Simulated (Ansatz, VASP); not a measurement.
# KBr: VASP beside Ansatz

Contents of INCAR:

```
PREC = Accurate
ENCUT = 520
EDIFF = 1E-6
ISMEAR = 0
SIGMA = 0.05
LREAL = F
LASPH = T
NELM = 80
ALGO = Normal
ISIF = 2
LWAVE = F
LCHARG = F
GGA = PS
NBANDS = 15
```

Contents of KPOINTS:

```
regular mesh
0
Gamma
  6 6 6
```

The input POSCAR:

```
KBr
1.0
    0.0000000000      3.2925000000      3.4242000000
    3.2925000000      0.0000000000      3.4242000000
    3.2925000000      3.2925000000      0.0000000000
K Br
1 1
Direct
    0.0000000000      0.0000000000      0.0000000000
    0.5000000000      0.5000000000      0.5000000000
```

Input for Ansatz:

```yaml
crystal:
  lattice:
    - [0.0, 3.2925, 3.4242]
    - [3.2925, 0.0, 3.4242]
    - [3.2925, 3.2925, 0.0]
  atoms:
    - { symbol: K, position: [0.0, 0.0, 0.0] }
    - { symbol: Br, position: [0.5, 0.5, 0.5] }
basis:
  ecutwfc: 420
kpoints:
  mp_grid: { grid: [6, 6, 6] }
hamiltonian:
  xc: pbesol
scf:
  occupations: { method: gaussian, width: 0.05 }
output:
  forces: true
  stress: true
  eigenvalues: true
```

Change from the starting cell: strain +0.000 along x and y, +0.040 along z, atoms carried along.

Alike in both runs: task single point; functional PBEsol; k mesh 6 × 6 × 6; occupations gaussian, width 0.05 eV; no spin polarisation.

|  | VASP | Ansatz |
| --- | --- | --- |
| version | VASP 6.6.1 | Ansatz 0.2.0 |
| potentials or method | VASP PAW PBE potentials, release 64 (K_sv, Br) | scalar-relativistic, plane waves, PAW |
| plane-wave cutoff (eV) | 520 | 420 |
| valence electrons in the cell | 16 | 16 |

Ansatz gave:

* gap on the k mesh at the Fermi level (eV): 4.20
* least direct gap on the mesh (eV): 4.20
* pressure (GPa): -0.7
* largest component of the traceless stress (GPa): 0.55

Estimate VASP's values.

gap on the k mesh at the Fermi level (eV): 4.20; least direct gap on the mesh (eV): 4.20; pressure (GPa): -0.6; largest component of the traceless stress (GPa): 0.56.

The functional is the same, so the differences come from potentials, cutoffs and numerics.

Caveats: the PAW data sets were made with another functional, which shifts forces and pressure a little (VASP).
